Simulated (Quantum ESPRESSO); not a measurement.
Input of a Quantum ESPRESSO 7.5 run:

Contents of pw.in:

```
&CONTROL
  calculation = 'scf'
  prefix = 'pwscf'
  outdir = './tmp'
  pseudo_dir = './pseudo'
  tprnfor = .true.
  tstress = .true.
  disk_io = 'low'
/
&SYSTEM
  ibrav = 0
  nat = 5
  ntyp = 3
  ecutwfc = 84
  nbnd = 28
  input_dft = 'wc'
  occupations = 'smearing'
  smearing = 'fd'
  degauss = 0.00367493
/
&ELECTRONS
  conv_thr = 1d-09
  electron_maxstep = 120
  mixing_beta = 0.5
/
ATOMIC_SPECIES
Ba   137.3270 Ba.upf
Zr    91.2240 Zr.upf
O     15.9990 O.upf
CELL_PARAMETERS angstrom
   4.1913400000    0.0000000000    0.0000000000
   0.0000000000    4.1913400000    0.0000000000
   0.0000000000    0.0000000000    4.1913400000
ATOMIC_POSITIONS angstrom
Ba     0.0000000000    0.0000000000    0.0000000000
Zr     2.0956700000    2.0956700000    2.0956700000
O      2.0956700000    2.0956700000    0.0000000000
O      2.0956700000    0.0000000000    2.0956700000
O      0.0000000000    2.0956700000    2.0956700000
K_POINTS automatic
4 4 4 1 1 1
```

Contents of scf2.in:

```
&CONTROL
  calculation = 'scf'
  prefix = 'pwscf'
  outdir = './tmp'
  pseudo_dir = './pseudo'
  tprnfor = .true.
  tstress = .true.
  disk_io = 'low'
/
&SYSTEM
  ibrav = 0
  nat = 5
  ntyp = 3
  ecutwfc = 84
  nbnd = 28
  input_dft = 'wc'
  occupations = 'fixed'
/
&ELECTRONS
  conv_thr = 1d-13
  electron_maxstep = 120
  mixing_beta = 0.5
  startingpot = 'file'
  startingwfc = 'file'
/
ATOMIC_SPECIES
Ba   137.3270 Ba.upf
Zr    91.2240 Zr.upf
O     15.9990 O.upf
CELL_PARAMETERS angstrom
   4.1913400000    0.0000000000    0.0000000000
   0.0000000000    4.1913400000    0.0000000000
   0.0000000000    0.0000000000    4.1913400000
ATOMIC_POSITIONS angstrom
Ba     0.0000000000    0.0000000000    0.0000000000
Zr     2.0956700000    2.0956700000    2.0956700000
O      2.0956700000    2.0956700000    0.0000000000
O      2.0956700000    0.0000000000    2.0956700000
O      0.0000000000    2.0956700000    2.0956700000
K_POINTS automatic
4 4 4 1 1 1
```

File ph.in:

```
dielectric of BaZrO3
&INPUTPH
  prefix = 'pwscf'
  outdir = './tmp'
  tr2_ph = 1d-18
  fildyn = 'dyn'
  niter_ph = 90
  alpha_mix(1) = 0.7
  epsil = .true.
  trans = .false.
  zeu = .true.
/
0.0000000000 0.0000000000 0.0000000000
```

Potentials or basis: PseudoDojo 0.4.1 SR PBE standard.

The run is started by

```sh
$ OMP_NUM_THREADS=1 pw.x -in pw.in > pw.out
$ OMP_NUM_THREADS=1 pw.x -in scf2.in > scf2.out
$ OMP_NUM_THREADS=1 ph.x -in ph.in > ph.out
```

Q: What does it give for the electronic dielectric tensor (diagonal)?

A: 4.85.

Q: Predict the Born charges (mean of the diagonal).

A: Ba +2.74; Zr +6.08; O -2.90 e.

Q: What does it give for the pressure?

A: -0.6 GPa.

Born effective charge tensors (e):
atom 1, Ba
```
2.74 0.00 0.00
0.00 2.74 0.00
0.00 0.00 2.74
```
atom 2, Zr
```
6.08 0.00 0.00
0.00 6.08 0.00
0.00 0.00 6.08
```
atom 3, O
```
-2.00  0.00  0.00
 0.00 -2.00  0.00
 0.00  0.00 -4.70
```
atom 4, O
```
-2.00  0.00  0.00
 0.00 -4.70  0.00
 0.00  0.00 -2.00
```
atom 5, O
```
-4.70  0.00  0.00
 0.00 -2.00  0.00
 0.00  0.00 -2.00
```

Caveat: the mesh is thin for the dielectric tensor, Born charges and intensities, which usually come out too large; the potentials were made for another functional, which shifts forces and pressure; this release of the barium file is off; the Born charges break their sum rule by 0.13 e, a sign of too thin a mesh. Spin-orbit coupling is left out, which matters for the levels of Ba.
